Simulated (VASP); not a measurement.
Runs of VASP 6.6.1 on HfO2. The structure is orthorhombic, space group Pca2_1 (No. 29). The conventional cell has a = 5.219 Å, b = 5.005 Å, c = 5.033 Å, α = 90.00°, β = 90.00°, γ = 90.00°. Hf (site symmetry 1) has 7 O at 2.02 to 2.23 Å as nearest neighbours. Around O (site symmetry 1) lie 3 Hf at 2.02 to 2.13 Å. O (site symmetry 1) is surrounded by 4 Hf at 2.11 to 2.23 Å. Measurements of this composition are mostly on another form, of space group No. 14.

```csv
task,level,cell,cutoff (eV),smearing,gap on the mesh (eV),pressure (GPa),relaxed volume (Å³/atom),largest force (eV/Å)
single point,PBE,as given,520,gaussian 0.013 eV,4.44,6.3,-,0.07
relaxation of cell and atoms,PBEsol+rVV10,relaxed,600,fermi-dirac 0.05 eV,4.35,0.0,10.84,0.01
relaxation of cell and atoms,vdW-DF-cx,relaxed,600,fermi-dirac 0.05 eV,4.39,0.0,10.94,0.01
single point,PBE,as given,520,gaussian 0.014 eV,4.44,6.3,-,0.07
relaxation of cell and atoms,RPBE+D3,relaxed,600,fermi-dirac 0.05 eV,4.44,0.0,11.24,-
relaxation of cell and atoms,optB88-vdW,relaxed,600,fermi-dirac 0.05 eV,4.38,-0.1,(a),0.01
relaxation of cell and atoms,PBEsol+D4,relaxed,600,fermi-dirac 0.05 eV,4.38,0.0,(b),-
```

Alike in all rows: potentials or basis VASP PAW PBE potentials, release 64 (Hf_pv, O); no spin polarisation; k mesh 5 × 6 × 5.

Task: Fill in the values left out.

Result: (a) 11.16; (b) 10.79.

Caveats: spin-orbit coupling is left out, which moves the levels of the heavy elements; an odd mesh through Γ misses points on the zone boundary, where band edges often lie; the PAW data sets were made with another functional, which shifts forces and pressure a little (some runs).

A k mesh can miss the band edges, and the runs leave out spin-orbit coupling on Hf.
